The spin-orbit energy of a valence p shell grows roughly as the square of the nuclear charge. Lead has 82 protons and selenium 34, so the effect is several times as strong in lead, where it reaches roughly 1 eV. The gap of PbSe is only a few tenths of an electronvolt, and its upper edge is built mainly from lead p orbitals. Spin-orbit coupling is therefore no small correction here: it can use up the whole gap and go on, so that the two band edges change places. A printed gap is a positive number and does not show whether this has happened.

GPAW 26.7.0, plane-wave PAW DFT for PbSe (Fm-3m) at one fixed geometry, with a 600 eV cutoff, a 6 × 6 × 6 k mesh and Fermi-Dirac smearing of 0.05 eV. Both gaps include spin-orbit coupling, added after the self-consistent run, and are taken along the path Γ–X–W–K–Γ–L–U–W–L–K–U–X.

| functional | potentials | gap on path (eV) | direct gap on path (eV) |
| --- | --- | --- | --- |
| PBE | GPAW-PAW-data-sets-(gpaw-data-1.2.1) | 0.444 | 0.471 |
| revPBE | GPAW-PAW-data-sets-(gpaw-data-1.2.1) | 0.421 | 0.427 |
| BLYP | PAW-data-sets-made-by gpaw-setup-for-the-functional | 0.435 | 0.439 |
| BP86 | PAW-data-sets-made-by gpaw-setup-for-the-functional | 0.410 | 0.479 |
| M06-L | GPAW-PAW-data-sets-(gpaw-data-1.2.1) | 0.293 | 0.293 |
| PW91 | PAW-data-sets-made-by gpaw-setup-for-the-functional | 0.438 | 0.476 |
| SOGGA | PAW-data-sets-made-by gpaw-setup-for-the-functional | 0.436 | 0.506 |
| TPSS | GPAW-PAW-data-sets-(gpaw-data-1.2.1) | 0.386 | 0.386 |
| WC | PAW-data-sets-made-by gpaw-setup-for-the-functional | 0.407 | 0.522 |
| optB88-vdW | GPAW-PAW-data-sets-(gpaw-data-1.2.1) | 0.440 | 0.464 |
| rSCAN | GPAW-PAW-data-sets-(gpaw-data-1.2.1) | 0.237 | 0.237 |
| vdW-DF | GPAW-PAW-data-sets-(gpaw-data-1.2.1) | 0.385 | 0.385 |

The same runs also give the gap before spin-orbit coupling is added, which I call the scalar gap. It lies at L, the point of the Brillouin zone where both band edges of PbSe are found. WC has the smallest scalar gap, 0.148 eV, and the largest direct gap on path, 0.522 eV. rSCAN has the largest scalar gap, 0.507 eV, and the smallest direct gap on path, 0.237 eV. Had spin-orbit coupling merely trimmed a normal gap by a similar amount in each row, the functionals would have kept their order.

Let $S$ be the scalar gap, $\Delta$ the amount by which spin-orbit coupling brings the edges towards each other, and $D$ the direct gap that is printed. As long as $\Delta$ is smaller than $S$, the result is $D=S-\Delta$, and at equal $\Delta$ a functional with a larger scalar gap also ends with a larger one. Once $\Delta$ exceeds $S$, the edges have crossed and $D=\Delta-S$. A larger printed gap then means a deeper inversion, which is a worse description of PbSe, because the real crystal has the normal order. The same comparison of $S$ with $\Delta$ tells which way the trend runs in a related compound.

The band edges support this reading in the two rows that print them with and without the coupling, BLYP and optB88-vdW. If the edges have crossed in optB88-vdW, the old valence level has hardly moved and the old conduction level has fallen by 0.65 eV. If they have not crossed, the valence level must have fallen by 0.38 eV. Theory speaks for the crossing: the selenium p levels below the valence edge should push it slightly up, not down. The nearby conduction edge cannot push it down either, because the two edges have opposite parity at L and spin-orbit coupling does not mix such states. Eight rows also print the Fermi level with the coupling, and in all of them it lies below the old valence level. The orbital character of the levels is not printed, so the inversion remains an inference, though a well-supported one.

The fall of the conduction level has a simple counterpart in a single lead atom placed in a field along one axis. The field splits the p shell into one low orbital and a pair that lies higher by an energy $a$. Spin-orbit coupling, with strength $\xi$, mixes the low orbital with the pair and pushes it down by

$$d=\tfrac12\left[\sqrt{(a-\xi/2)^2+2\xi^2}-(a-\xi/2)\right].$$

The analogy ends where selenium orbitals mix in and where further bands take part, so it serves for the size of the effect and no more.

For optB88-vdW the computed levels at L give $a\approx1.4$ eV, and a rough recalled value for the free lead atom is $\xi\approx0.9$ eV. Then $a-\xi/2$ is about 0.93 eV, the square root is about 1.6 eV, and half the difference is a fall of about 0.3 eV. No constant in this estimate was adjusted to the gaps. The calculation gives about twice that fall, and the formula would need a coupling near 1.3 eV to match it. This agrees with a warning that all the runs carry, that their spin-orbit splittings are too wide. The depth of the inversion is thus probably exaggerated throughout the table.

How far does one common shift $\Delta$ describe the functionals? It was fitted to the nine rows that treat spin-orbit coupling alike; M06-L, TPSS and rSCAN leave the exchange-correlation potential out of that term. The crossed order misses the direct gaps by 0.045 eV (root mean square), the normal order by 0.115 eV, and that only with a negative shift, as if the coupling widened the gap. Yet a constant direct gap, with no trend at all, does slightly better than the crossed order. The printed output below gives the details: the common shift identifies the more likely order of the edges, but it is no tool for predicting a gap.

Across these nine rows the direct gap falls only about half as fast with a growing scalar gap as a common shift would have it. One might blame edges that move away from L: in WC the direct gap exceeds the gap on path by 0.115 eV, so at least one edge lies elsewhere, while in vdW-DF and rSCAN the two gaps coincide. The Fermi levels with the coupling speak against this as the reason. In BLYP and optB88-vdW the Fermi level sits in the middle of the gap on the mesh, which has no points close to L, so it serves as a gauge of the gap at L itself. It lies 0.21 eV below the old valence level in WC and 0.17 eV below in BLYP. The gap at L thus shrinks by about 0.10 eV while the scalar gap grows by 0.23 eV, again about half. It is the shift itself that differs between functionals. The atomic picture points the same way: BLYP has the smaller $a$, 1.29 eV against 1.38 eV in optB88-vdW, and the larger fall, though the change in $a$ accounts for only part of it.

The scalar gap itself depends clearly on the functional. WC, PBE and revPBE share the same correlation part, and their exchange responds more and more strongly to density gradients. The scalar gap rises along this series, by 0.10 eV from WC to PBE and by a further 0.06 eV to revPBE. Replacing the correlation part of revPBE by that of vdW-DF adds another 0.08 eV. From PBE to revPBE only the exchange and the atomic data made for it change, so that step can be put down to the gradient response. The step from WC to PBE is less clean, since WC uses atomic data sets of another origin. All these steps hold for one fixed cell, in which the runs report pressures from −0.9 GPa (SOGGA) to 5.7 GPa (BLYP), and among the GGA rows the scalar gap rises with this pressure. Since the gap of PbSe in the normal order is known to open as the crystal expands, relaxing each cell is expected to widen the differences.

A higher rung of the usual ladder brings no sure gain. TPSS and M06-L, which use the kinetic-energy density as rSCAN does, have scalar gaps close to those of BP86 and optB88-vdW. Only rSCAN stands clearly apart. All three use the shipped atomic data sets, which are not made for these functionals, so the comparison is not a clean one. A potential that depends on the orbitals can open a gap, which is a known property of such functionals, but the other two show that this ingredient alone does not secure it.

These steps have to be set against what a purpose demands. The real gap is roughly 0.15 eV in the cold and nearly twice that at room temperature (rough recalled values), and the calculation includes no thermal motion. An error of 0.1 eV in the gap changes the number of thermally excited carriers at room temperature by a factor of about seven. An infrared detector, whose cut-off wavelength is set by the gap, asks for about 0.01 eV. If the edges are crossed, no row comes near either need.

The sign also changes the verdict on the seemingly best functional. Taken at face value, rSCAN misses the cold gap by only 0.09 eV; if its edges are crossed, the miss is 0.39 eV. This run also carries a warning that its small gap on the mesh may close between the mesh points. Small differences between functionals deserve no ranking at all. The paths were sampled with 60, 80 or 100 points, and the gap on path goes with this setting. WC and SOGGA have nearly the same scalar gap, yet their gaps on path are 0.407 eV with 80 points and 0.436 eV with 100, and BP86 and optB88-vdW differ in the same way. In the two rows that print both, the direct gap along the path is about 0.07 eV larger than the one on the regular mesh, though both contain L, and the reason is not known. A common offset would leave the order of the functionals alone, but this one already varies by 0.006 eV between the two rows, about as much as separates PBE, PW91 and BP86.

Cost gives little reason to prefer one of these functionals. Adding spin-orbit coupling after the self-consistent run means one more diagonalization among bands already computed, which is cheap beside the run itself. The kinetic-energy density and the nonlocal correlation of the van der Waals functionals add moderate work. Functionals of the kinds in this table tend to make the scalar gap too small, which favours a false crossing. Hybrid functionals and GW are the usual cure and commonly cost at least ten times more, but they cannot mend a faulty spin-orbit step. The first expense should therefore be a check of this step, for instance on the p-level splitting of the lead atom.

For rSCAN the gaps alone leave the order of the edges open. Its direct gap lies well below its scalar gap, which no other row shows, so a normal order with a shift of about 0.27 eV would fit them too. The Fermi level of the same run helps to decide, because the valence edge must lie below it. With the coupling included, it stands 0.07 eV below the old valence level. In the normal order that level would have had to fall by more than this, and the argument from parity speaks against such a fall. The edges have therefore most likely crossed in rSCAN as well.

With a sound coupling this need not remain so. If the true shift is below about two thirds of the one inferred for rSCAN, its edges return to the normal order, whereas WC would need a cut to about one fifth. The rough atomic estimate of 0.3 eV lies between the scalar gaps of the two, so one would expect rSCAN to come out normal and WC to stay crossed. For rSCAN this is not assured, since the estimate borrows $a$ from optB88-vdW and grows quickly with the recalled $\xi$. A run with sound splittings and with the orbital character of both edges at L would settle it.

The analysis program printed:

```
Gaps in eV and the shift implied by inversion:
         row  scalar gap  direct gap with SO  implied shift  share of shift that closes gap  direct less fundamental
         PBE      0.2433               0.471         0.7143                          0.3406                    0.027
      revPBE      0.3017               0.427         0.7287                           0.414                    0.006
        BLYP      0.3762               0.439         0.8152                          0.4615                    0.004
        BP86        0.27               0.479          0.749                          0.3605                    0.069
       M06-L      0.2758               0.293         0.5688                          0.4849                        0
        PW91      0.2486               0.476         0.7246                          0.3431                    0.038
       SOGGA      0.1531               0.506         0.6591                          0.2323                     0.07
        TPSS      0.2722               0.386         0.6582                          0.4136                        0
          WC      0.1482               0.522         0.6703                          0.2212                    0.115
  optB88-vdW      0.2673               0.464         0.7313                          0.3655                    0.024
       rSCAN      0.5067               0.237         0.7437                          0.6813                        0
      vdW-DF      0.3833               0.385         0.7683                          0.4989                        0
Spread of scalar gaps over all rows (eV): 0.3585
Mean implied shift in the nine rows with equal SO treatment (eV): 0.729
Nine rows, rms miss of inverted order with one common shift (eV): 0.04466
Nine rows, rms miss of normal order with one common shift (eV): 0.1149
Nine rows, rms miss of a constant direct gap (eV): 0.03912
Nine rows, slope of direct gap against scalar gap: -0.4618
All rows, slope of direct gap against scalar gap: -0.669
Rank correlation of scalar gap with direct less fundamental gap: -0.7762
optB88-vdW, rise of valence level if edges swap (eV): 0.015
optB88-vdW, fall of conduction level if edges swap (eV): 0.649
optB88-vdW, fall of valence level if edges do not swap (eV): 0.3817
BLYP, rise of valence level if edges swap (eV): 0.016
BLYP, fall of conduction level if edges swap (eV): 0.7257
optB88-vdW, direct gap on path less that on mesh (eV): 0.0673
BLYP, direct gap on path less that on mesh (eV): 0.0735
optB88-vdW, p coupling constant needed for the fall (eV): 1.331
BLYP, p coupling constant needed for the fall (eV): 1.386
Rough fall with a recalled atomic constant of 0.9 eV (eV): 0.3227
Scalar gap, PBE less WC (eV): 0.09503
Scalar gap, revPBE less PBE (eV): 0.0584
Scalar gap, vdW-DF less revPBE (eV): 0.08162
rSCAN, unsigned miss against a recalled 0.15 eV (eV): 0.087
rSCAN, signed miss if inverted against a recalled 0.15 eV (eV): -0.387
```
